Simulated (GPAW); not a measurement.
# Re in GPAW: settings compared

One slab, Re, is run at these levels: PBE+D4, revPBE; tasks: relaxation of the atoms, electron localisation function.

All numbers are computed with GPAW 26.7.0; they aren't measurements. Logs are shortened: lines on timing, memory, paths and dates and some standing lists are left out, and cuts for length are marked. The log counts tension as positive stress, the text compression.

**1. The cell of the first run**

The cell holds a slab with vacuum, 5 atoms: a = 2.793 Å, b = 2.793 Å, c = 24.122 Å, α = 90.00°, β = 90.00°, γ = 120.00°.

**2. Relaxation of the atoms, PBE+D4 (the (1 1 1) slab of Re, cut from the database cell, not relaxed)**

run.py

```python
import numpy as np
from ase.calculators.mixing import SumCalculator
from ase.constraints import FixAtoms
from ase.io import read, write
from ase.optimize import BFGS
from dftd4.ase import DFTD4
from gpaw import GPAW, PW

atoms = read('POSCAR')
atoms.pbc = (True, True, False)
atoms.set_constraint(FixAtoms([0, 1]))

calc = GPAW(mode=PW(430),
            xc='PBE',
            kpts={'size': (11, 11, 1), 'gamma': True},
            occupations={'name': 'fermi-dirac', 'width': 0.05},
            nbands=58,
            convergence={'density': 1e-05, 'energy': 1e-05},
            maxiter=75,
            poissonsolver={'dipolelayer': 'xy'},
            symmetry={'extra_ids': [1, 1, 0, 0, 0], 'tolerance': 0.001},
            txt='gpaw.txt')
atoms.calc = SumCalculator([calc, DFTD4(method='pbe')])
opt = BFGS(atoms, trajectory='relax.traj', logfile='-')
done = opt.run(fmax=0.02, steps=100)
calc.write('gs.gpw')
write('result.traj', atoms)
print('Converged:', done)
print('Cell:', atoms.cell.cellpar().round(4))
print('Volume:', round(atoms.get_volume(), 4))
print(atoms.get_scaled_positions().round(5))

v = calc.get_electrostatic_potential().mean(axis=(0, 1))
z = np.arange(len(v)) * atoms.cell[2, 2] / len(v)
ef = calc.get_fermi_level()
np.savetxt('planar.dat', np.c_[z, v], fmt='%.4f')
below, above = np.interp([1.5, atoms.cell[2, 2] - 1.5], z, v) - ef
print(f'Work functions: bottom {below:.4f} eV, top {above:.4f} eV')
print('Dipole moment:', *calc.get_dipole_moment().round(5), 'e A')
```

POSCAR

```
Re
1.0
    2.7930717857      0.0000000000      0.0000000000
   -1.3965358928      2.4188711210      0.0000000000
    0.0000000000      0.0000000000     24.1221342532
Re
5
Direct
    0.6666666667      0.3333333333      0.3109177621
    0.3333333333      0.6666666667      0.4054588811
    0.0000000000      0.0000000000      0.5000000000
    0.6666666667      0.3333333333      0.5945411189
    0.3333333333      0.6666666667      0.6890822379
```

Potentials or basis: GPAW PAW data sets (gpaw-data 1.2.1), pw.

On the command line:

```bash
$ OMP_NUM_THREADS=1 python run.py
```

gpaw.txt:

```text
__  _  _
 | _ |_)|_||  |
 |__||  | ||/\| - 26.7.0

Input parameters:
  mode=PW(ecut=430.0),
  convergence={'density': 1e-05, 'energy': 1e-05},
  kpts=MonkhorstPack(size=(11, 11, 1), gamma=True),
  maxiter=75,
  nbands=58,
  occupations=Occupations(name='fermi-dirac', width=0.05),
  poissonsolver=PoissonSolver(dipolelayer='xy'),
  symmetry=Symmetry(extra_ids=array([1, 1, 0, 0, 0]), tolerance=0.001),
  xc=XC(name='PBE')

Diagonalizing LCAO Hamiltonian
Converting LCAO to pw mode

        Re

           Re

       Re

        Re

           Re

Atoms  # Å, Bohr magnetons
|   | symbol |         x |        y |         z |    initial magnetic moments |
|---|--------|-----------|----------|-----------|-----------------------------|
| 0 |     Re |  1.396536 | 0.806290 |  7.500000 | ( 0.0000,  0.0000,  0.0000) |
| 1 |     Re | -0.000000 | 1.612581 |  9.780534 | ( 0.0000,  0.0000,  0.0000) |
| 2 |     Re |  0.000000 | 0.000000 | 12.061067 | ( 0.0000,  0.0000,  0.0000) |
| 3 |     Re |  1.396536 | 0.806290 | 14.341601 | ( 0.0000,  0.0000,  0.0000) |
| 4 |     Re | -0.000000 | 1.612581 | 16.622134 | ( 0.0000,  0.0000,  0.0000) |

Unit cell  # Å
| periodic |         x |        y |         z |   lengths |     angles |
|----------|-----------|----------|-----------|-----------|------------|
|      yes |  2.793072 | 0.000000 |  0.000000 |  2.793072 |  90.000000 |
|      yes | -1.396536 | 2.418871 |  0.000000 |  2.793072 |  90.000000 |
|       no |  0.000000 | 0.000000 | 24.122134 | 24.122134 | 120.000000 |

Number of symmetries: 6
Symmetry operations  # r_c * U_cc + t_c -> r_c
|   | kind |            matrix            |
|---|------|------------------------------|
| 0 |  σ   |  1, 1, 0,  0,-1, 0,  0, 0, 1 |
| 1 |  E   |  1, 0, 0,  0, 1, 0,  0, 0, 1 |
| 2 |  C3  |  0, 1, 0, -1,-1, 0,  0, 0, 1 |
| 3 |  σ   |  0,-1, 0, -1, 0, 0,  0, 0, 1 |
| 4 |  σ   | -1, 0, 0,  1, 1, 0,  0, 0, 1 |
| 5 |  C3  | -1,-1, 0,  1, 0, 0,  0, 0, 1 |

BZ-sampling:
  Number of BZ points: 121
  Number of IBZ points: 16

  Monkhorst-Pack size: [11, 11, 1]
  Monkhorst-Pack shift: [0, 0, 0]

K-points  # in reciprocal-cell coordinates
|     |                                coordinates |     weight |
|-----|--------------------------------------------|------------|
|   0 | (  0.00000000,   0.00000000,   0.00000000) | 0.00826446 |
|   1 | (  0.09090909,   0.00000000,   0.00000000) | 0.04958678 |
|   2 | (  0.18181818,  -0.09090909,   0.00000000) | 0.04958678 |
|   3 | (  0.18181818,   0.00000000,   0.00000000) | 0.04958678 |
|   4 | (  0.27272727,  -0.09090909,   0.00000000) | 0.09917355 |
|   5 | (  0.27272727,   0.00000000,   0.00000000) | 0.04958678 |
|   6 | (  0.36363636,  -0.18181818,   0.00000000) | 0.04958678 |
|   7 | (  0.36363636,  -0.09090909,   0.00000000) | 0.09917355 |
|   8 | (  0.36363636,   0.00000000,   0.00000000) | 0.04958678 |
|   9 | (  0.36363636,   0.36363636,   0.00000000) | 0.04958678 |
| ... |                                            |            |
|  15 | (  0.45454545,   0.45454545,   0.00000000) | 0.04958678 |

Plane wave coefficients: 3333
Cutoff: 430.0 eV

Spin-components: 1 (collinear spins)
Bands:           58
Projectors:      30
Spin-degeneracy: 2
Datatype:        complex128

Parallelization:
  kpt:    1
  domain: 1
  band:   1

Density:
  Valence electrons: 65.0
  Components: 1
  Grid points: [ 14  14 120]
  Charge: 0.0  # |e|

Potential:
  Grid points: [ 14  14 120]

species:
  Re:
    name:    Rhenium
    Z:       75.0
    valence: 13
    core:    62
    charge:  0.0  # [|e|]
    compensation charges:
      type: gauss
      rc: 0.42  # [Å]
      lmax: 2
    cutoffs:
      filter: 2.40  # [Å]
      core: 2.76  # [Å]
    projectors
    | kind |    occ | energy [eV] | rcut [Å] |
    |------|--------|-------------|----------|
    |   6s |  2.000 |      -5.924 |    1.376 |
    |   5p |  6.000 |     -47.045 |    1.376 |
    |   6p |  0.000 |      -1.325 |    1.376 |
    |   5d |  5.000 |      -5.383 |    1.307 |
    |    s |        |      21.287 |    1.376 |
    |    d |        |      21.828 |    1.307 |

    Using partial waves for Re as LCAO basis

Reference energy: -2268437.777579  # eV

eigensolver:
  PPCG
  Converge bands: occupied
  niter=2

density mixing:
  MSR1-Mixer
  Pratt-step length: 0.05
  Maximum mixing coefficient: 0.75
  Old densities: 10
  SVD Regularization: 0.005
  Good broyden scale: 1.0
  Trust region scale: 1.0
  Backstep threshold: 4.0
  History deletion threshold: 6.0
  Fourier metric: weight=20.0, sigma=0.015

occupation numbers:
  Fermi-Dirac:
    width: 0.0500  # eV

<gpaw.new.pw.poisson.DipoleLayerPWPoissonSolver object>
xc functional:
  name: PBE with 2 nearest neighbor stencil

convergence criteria:
- Maximum integral of absolute [dens]ity change: 1e-05 electrons / valence electron
- Maximum [total energy] change in last 3 cyles: 1e-05 eV / valence electron
- Maximum integral of absolute [eigenst]ate change: 4e-08 eV^2 / valence electron
maximum number of iterations: 75
[... 100 lines left out ...]
           Re

Atoms  # Å, Bohr magnetons
|   | symbol |         x |        y |         z |    initial magnetic moments |
|---|--------|-----------|----------|-----------|-----------------------------|
| 0 |     Re |  1.396536 | 0.806290 |  7.500000 | ( 0.0000,  0.0000,  0.0000) |
| 1 |     Re | -0.000000 | 1.612581 |  9.780534 | ( 0.0000,  0.0000,  0.0000) |
| 2 |     Re | -0.000000 | 0.000000 | 12.061066 | ( 0.0000,  0.0000,  0.0000) |
| 3 |     Re |  1.396536 | 0.806290 | 14.358468 | ( 0.0000,  0.0000,  0.0000) |
| 4 |     Re | -0.000000 | 1.612581 | 16.598495 | ( 0.0000,  0.0000,  0.0000) |
[... 132 lines left out ...]
SCF iterations
|iter     | |      energy | eigst |  dens |
|---------|-|-------------|-------|-------|
|iter:   1| | -139.173456 | -0.78 |       |
|iter:   2| |-1811.340840 | +2.52 | -0.41 |
|iter:   3| | -333.795884 | +2.60 | +0.00 |
|iter:   4| |  -62.286532 | +1.32 | -0.34 |
|iter:   5| |  -60.335238 | +0.50 | -0.77 |
|iter:   6| |  -56.298160 | -0.60 | -0.96 |
|iter:   7| |  -55.732767 | -0.79 | -1.36 |
|iter:   8| |  -55.625171 | -2.09 | -1.66 |
|iter:   9| |  -55.583923 | -2.64 | -1.85 |
|iter:  10| |  -55.651929 | -3.15 | -2.01 |
|iter:  11| |  -55.651661 | -3.15 | -1.83 |
|iter:  12| |  -55.567928 | -3.51 | -1.87 |
|iter:  13| |  -55.559594 | -4.06 | -2.24 |
|iter:  14| |  -55.552993 | -4.10 | -2.39 |
|iter:  15| |  -55.556503 | -4.23 | -2.57 |
|iter:  16| |  -55.557256 | -4.25 | -2.50 |
|iter:  17| |  -55.550759 | -4.60 | -2.50 |
|iter:  18| |  -55.552100 | -5.39 | -3.10 |
|iter:  19| |  -55.550790 | -5.43 | -2.78 |
[... 1092 lines left out ...]
SCF iterations
|iter     | |      energy | eigst |  dens |
|---------|-|-------------|-------|-------|
|iter:   1| |  -55.572396c| -4.17 |       |
|iter:   2| |  -55.572515c| -5.06 | -2.94 |
|iter:   3| |  -55.572155c| -5.74 | -2.94 |
|iter:   4| |  -55.571928c| -6.20 | -3.09 |
|iter:   5| |  -55.571806c| -6.22 | -3.23 |
|iter:   6| |  -55.571771c| -6.18 | -3.45 |
|iter:   7| |  -55.571750c| -6.14 | -3.56 |
|iter:   8| |  -55.571718c| -6.70 | -3.56 |
|iter:   9| |  -55.571717c| -7.01 | -3.92 |
|iter:  10| |  -55.571707c| -6.93 | -3.93 |
|iter:  11| |  -55.571710c| -7.81c| -4.48 |
|iter:  12| |  -55.571709c| -8.05c| -4.46 |
|iter:  13| |  -55.571707c| -8.19c| -4.76 |
|iter:  14| |  -55.571711c| -8.25c| -4.95 |
|iter:  15| |  -55.571709c| -8.32c| -4.76 |
|iter:  16| |  -55.571709c| -9.15c| -5.95c|
[... 48 lines left out ...]
Forces  # eV/Ang
|        x |       y |        z |
|----------|---------|----------|
| -0.00000 | 0.00000 |  1.30562 |  # Re   0
|  0.00000 | 0.00000 | -1.57937 |  # Re   1
| -0.00000 | 0.00000 | -0.00177 |  # Re   2
|  0.00000 | 0.00000 |  0.11476 |  # Re   3
|  0.00000 | 0.00000 |  0.16115 |  # Re   4

# Writing to gs.gpw (mode='')
```

Wall time 14 min (1 thread of Intel Xeon Platinum 8375C at 2.90GHz (Ice Lake), shared host); peak memory 0.24 GiB.

What came out:

```
Free energy                     : -58.3950 eV
Energy gained by relaxing       : 34.2 meV/atom
Ionic steps                     : 13
Band gap on the k mesh          : none (metal or under the smearing width)
Dispersion energy per atom      : -0.561 eV
Dipole across the slab          : 0.01 e·Å
Work function of the upper face : 5.04 eV
Work function of the lower face : 5.25 eV
```

Step by step:
| step | energy change (eV) | largest force (eV/Å) |
| --- | --- | --- |
| 1 | 0.0000 | 1.6548 |
| 2 | -0.0535 | 1.6424 |
| 3 | -0.1161 | 1.6258 |
| 4 | -0.1347 | 1.6230 |
| 5 | -0.1372 | 1.6208 |
| 6 | -0.1450 | 1.6052 |
| 7 | -0.1541 | 1.5807 |
| 8 | -0.1644 | 1.5460 |
| 9 | -0.1681 | 1.5281 |
| 10 | -0.1697 | 1.5131 |
| 11 | -0.1705 | 1.4973 |
| 12 | -0.1709 | 1.4833 |
| 13 | -0.1710 | 1.4779 |

Final structure:
```xyz
5
Lattice="2.7931 0.0000 0.0000 -1.3965 2.4189 0.0000 0.0000 0.0000 24.1221" Properties=species:S:1:pos:R:3 pbc="T T T"
Re    1.3965    0.8063    7.5000
Re    0.0000    1.6126    9.7805
Re    0.0000    0.0000   11.9962
Re    1.3965    0.8063   14.2751
Re    0.0000    1.6126   16.3826
```

Levels at points of the mesh, in eV from the Fermi level:
```
           k point  band 28  band 29  band 30  band 31  band 32  band 33  band 34  band 35  band 36  band 37
(0.00, 0.00, 0.00)    -1.69    -1.69    -1.44    -1.26    -1.26    -1.08    -1.08    -0.10     0.59     1.04
```

Caveat: the cutoff is short for stress and forces, so pressures can be off by a GPa or more; later steps reuse the first step's grids. The run has no spin-orbit coupling, so splittings on Re are missing.

**3. Electron localisation function, revPBE (the (1 1 1) slab of Re, cut from the database cell, not relaxed)**

run.py

```python
from ase.dft.bandgap import bandgap
from ase.io import read, write
from ase.units import Bohr
from gpaw import GPAW, PW
from gpaw.elf import elf_from_dft_calculation

atoms = read('Re.xyz')
atoms.pbc = (True, True, False)

calc = GPAW(mode=PW(450),
            xc='revPBE',
            kpts={'size': (11, 11, 1), 'gamma': True},
            occupations={'name': 'fermi-dirac', 'width': 0.05},
            nbands=58,
            convergence={'density': 1e-05, 'energy': 1e-05},
            maxiter=150,
            poissonsolver={'dipolelayer': 'xy'},
            txt='gpaw.txt')
atoms.calc = calc
energy = atoms.get_potential_energy()
forces = atoms.get_forces()
calc.write('gs.gpw')
write('result.traj', atoms)
print(f'Energy: {energy:.6f} eV')
print('Forces (eV/A):')
print(forces.round(4))
print('Fermi level:', round(calc.get_fermi_level(), 4), 'eV')
print(f'Gap: {bandgap(calc)[0]:.4f} eV, direct: {bandgap(calc, direct=True)[0]:.4f} eV')

# fields on the real-space grid
write('density.cube', atoms, data=calc.get_pseudo_density() * Bohr**3)
write('potential.cube', atoms, data=calc.get_electrostatic_potential())
write('elf.cube', atoms, data=elf_from_dft_calculation(calc).data)
```

Re.xyz

```xyz
5
Lattice="2.7930717857 -0.0000000000 0.0000000000 -1.3965358928 2.4188711210 -0.0000000000 0.0000000000 0.0000000000 24.1221342532" Properties=species:S:1:pos:R:3 pbc="T T T"
Re     1.3965358928      0.8062903737      7.5000000000
Re     0.0000000000      1.6125807473      9.7805335633
Re     0.0000000000      0.0000000000     12.0610671266
Re     1.3965358928      0.8062903737     14.3416006899
Re     0.0000000000      1.6125807473     16.6221342532
```

Potentials or basis: the program's PAW data sets (release 1.2.1) made for this functional, pw.

On the command line:

```bash
$ OMP_NUM_THREADS=1 python run.py
```

Wall time 2 min (1 thread of Arm Neoverse V1, shared host); peak memory 0.23 GiB.

The run converged. Its results:

```yaml
Free_energy: -53.2900 eV
Largest_force: 1.355 eV/Å
Band_gap_on_the_k_mesh: none (metal or under the smearing width)
```

Forces in eV/Å, atoms in the order of the input:
```
Re   0.000  0.000  1.355
Re   0.000  0.000 -1.277
Re   0.000  0.000  0.000
Re   0.000  0.000  1.277
Re   0.000  0.000 -1.355
```

Levels at points of the mesh, in eV from the Fermi level:
| k point | band 30 | band 31 | band 32 | band 33 | band 34 | band 35 |
| --- | --- | --- | --- | --- | --- | --- |
| (0.00, 0.00, 0.00) | -1.53 | -1.08 | -1.08 | -1.03 | -1.03 | -0.15 |

The run has no spin-orbit coupling, so splittings on Re are missing.
